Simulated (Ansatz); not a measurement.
`Oc1ccccc1` and `[F][Ge]([F])([F])[c]1ccccc1` differ in one atom or group.

Ansatz, PBE0-D4/def2-TZVP geometries, multiplicity 1. Each molecule was computed in one conformer, which needn't be the lowest.

Scalar relativity is left out up to krypton.

```csv
property,`Oc1ccccc1`
LUMO energy (PBE0/def2-TZVPP) / eV,-0.25
HOMO–LUMO gap (ωB97M-V/def2-TZVPP) / eV,10.36
LUMO energy (PBE/def2-TZVPP) / eV,-1.14
HOMO energy (B3LYP/def2-TZVPP) / eV,-6.32
HOMO energy (ωB97M-V/def2-TZVPP) / eV,-8.61
size of the dipole moment (ωB97M-V/def2-TZVPP) / D,1.30
```

What does the change do to each property? (Estimate.)

Computed: 
```csv
property,`[F][Ge]([F])([F])[c]1ccccc1`,shift
LUMO energy (PBE0/def2-TZVPP) / eV,-1.46,-1.21
HOMO–LUMO gap (ωB97M-V/def2-TZVPP) / eV,10.78,0.42
LUMO energy (PBE/def2-TZVPP) / eV,-2.31,-1.17
HOMO energy (B3LYP/def2-TZVPP) / eV,-7.92,-1.60
HOMO energy (ωB97M-V/def2-TZVPP) / eV,-10.23,-1.62
size of the dipole moment (ωB97M-V/def2-TZVPP) / D,4.67,3.37
```

With PBE0 the HOMO falls by 1.62 eV and the LUMO falls by 1.21 eV, so the gap widens by about 0.41 eV. PBE moves the HOMO by -1.66 eV and ωB97M-V by -1.62 eV. Dipoles are sizes alone; their direction can turn.

B3LYP here is the variant with VWN-RPA as its local correlation; programs differ in this.

Positive LUMOs are unbound, so they and the gaps depend on the basis.
